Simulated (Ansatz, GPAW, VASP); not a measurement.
One calculation of Al, 4 ways

```
CELL_PARAMETERS angstrom
0.00000 2.02481 2.02481
2.02481 0.00000 2.02481
2.02481 2.02481 0.00000
ATOMIC_POSITIONS crystal
Al 0.00000 0.00000 0.00000
```

Alike in all runs: task single point; functional PBE; k mesh 11 × 11 × 11; occupations gaussian, width 0.022 eV; no spin polarisation; no spin-orbit coupling. Pressure is positive in compression and, in plane waves, holds the error of the finite cutoff, which Ansatz's Pulay term estimates and takes out.

| program and potentials | plane-wave cutoff (eV) | notes | pressure (GPa) |
| --- | --- | --- | --- |
| Ansatz, Ansatz PAW | 420 | Pulay term of +0.07 GPa included | -0.49 |
| VASP, PBE PAW files Al, 520 eV | 520 | - | -0.53 |
| Ansatz, all-electron LAPW, scalar-relativistic | - | - | -0.49 |
| GPAW, GPAW PAW data sets (gpaw-data 1.2.1) | 600 | - | -0.37 |

The pressure spans -0.53 (VASP, PBE PAW files Al, 520 eV) to -0.37 GPa (GPAW, GPAW PAW data sets (gpaw-data 1.2.1)), with all-electron results at -0.49.

Differences between rows come from potentials, basis sets and numerical settings, since the functional is the same but for its coding. Runs on potential files found faulty are left out.
